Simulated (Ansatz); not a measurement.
**Al2Pt: relaxation of cell and atoms with PBE+D4**

Al2Pt:

```xyz
3
Lattice="0.0000 2.9550 2.9550 2.9550 0.0000 2.9550 2.9550 2.9550 0.0000" Properties=species:S:1:pos:R:3 pbc="T T T"
Pt    0.0000    0.0000    0.0000
Al    4.4325    4.4325    4.4325
Al    1.4775    1.4775    1.4775
```

```
Program             : Ansatz 0.2.0
Task                : relaxation of cell and atoms
Functional          : PBE
Dispersion          : D4
Potentials or basis : Ansatz PAW
Cutoff              : 420 eV (not typed: the program's choice for these potentials)
k mesh              : 8 × 8 × 8
Occupations         : fermi-dirac, width 0.05 eV
Spin                : no spin polarisation
```

| Property | Result |
| --- | --- |
| Relaxed volume | 17.02 Å³/atom |
| Relaxed cell | a = 4.164 Å, b = 4.164 Å, c = 4.164 Å, α = 60.00°, β = 60.00°, γ = 60.00° |
| Space group after relaxing (to 0.05 Å) | Fm-3m (No. 225) |
| Energy gained by relaxing | 0.9 meV/atom |
| Ionic steps | 4 |
| Pressure after relaxing | 0.0 GPa |
| Band gap on the k mesh | none (metal or under the smearing width) |

Step by step:
```csv
step,energy change (eV),largest force (eV/Å),volume (Å³)
1,0.0000,0.0000,51.61
2,-0.0025,0.0000,50.89
3,-0.0027,0.0000,51.06
4,-0.0026,0.0000,51.06
```

Final structure:
```yaml
crystal:
  lattice:
    - [0.00000, 2.94456, 2.94456]
    - [2.94456, 0.00000, 2.94456]
    - [2.94456, 2.94456, 0.00000]
  atoms:
    - { symbol: Pt, position: [0.00000, 0.00000, 0.00000] }
    - { symbol: Al, position: [0.75000, 0.75000, 0.75000] }
    - { symbol: Al, position: [0.25000, 0.25000, 0.25000] }
```

Levels at points of the mesh, in eV from the Fermi level:
| k point | band 8 | band 9 | band 10 | band 11 | band 12 | band 13 | band 14 | band 15 | band 16 |
| --- | --- | --- | --- | --- | --- | --- | --- | --- | --- |
| (0.00, 0.00, 0.00) | -5.08 | -3.72 | -3.72 | 3.07 | 3.85 | 3.85 | 3.85 | 5.50 | 5.50 |
| (0.00, 0.00, -0.50) | -4.76 | -3.71 | -3.49 | -3.49 | 1.04 | 1.04 | 3.82 | 5.22 | 5.22 |
| (0.00, -0.50, -0.50) | -3.80 | -3.80 | -3.42 | -3.21 | -1.60 | -1.60 | 3.25 | 3.42 | 8.06 |

It took 4 s on 2 threads of Arm Neoverse V1, with other jobs on the host, peak memory 0.32 GiB.

Caveat: the plane-wave basis is chosen anew once the cell has moved, so the energies of steps on either side of that aren't comparable; pairwise dispersion overbinds metals, which lowers pressure and volume. Spin-orbit coupling is left out, which matters for the levels of Pt.
